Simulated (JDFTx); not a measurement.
AgCl (Chlorargyrite) under changes of volume

One of the cells (20.458 Å³/atom); the others are scaled copies at fixed shape and fractional positions:

```
CELL_PARAMETERS angstrom
0.00000 2.73500 2.73500
2.73500 0.00000 2.73500
2.73500 2.73500 0.00000
ATOMIC_POSITIONS crystal
Ag 0.00000 0.00000 0.00000
Cl 0.50000 0.50000 0.50000
```

| Property | Result |
| --- | --- |
| Program | JDFTx 1.7.0 (patched build) |
| Functional | PBEsol |
| Potentials or basis | PseudoDojo-SR-PBEsol-0.4.1-standard with smoothed tails |
| Cutoff | 1116 eV |
| Density cutoff | 8925 eV |
| k mesh | 8 × 8 × 8 |
| Occupations | fermi-dirac, width 0.05 eV |
| Spin | no spin polarisation |

```csv
volume (Å³/atom),energy over the lowest point (meV/atom),pressure (GPa)
19.231,9.10,3.1
19.640,2.80,1.7
20.049,0.00,0.4
20.458,?,?
20.868,3.28,-1.7
21.277,8.66,-2.6
21.686,16.16,-3.4
```

Task: What does the run at 20.458 Å³/atom give?

Result: Energy over the lowest point 0.29 meV/atom; pressure -0.8 GPa.

Worked out: A Birch-Murnaghan fit of order 3 (a polynomial in V^(-2/3)) to the other rows has its minimum at 20.21 Å³/atom with B0 = V·E''(V) = 57 GPa and B' = 5.2. It gives 0.28 meV/atom at 20.458 Å³/atom, against the run's 0.29, and -dE/dV = -0.7 GPa, against -0.8.

Energies are extrapolated to zero smearing.
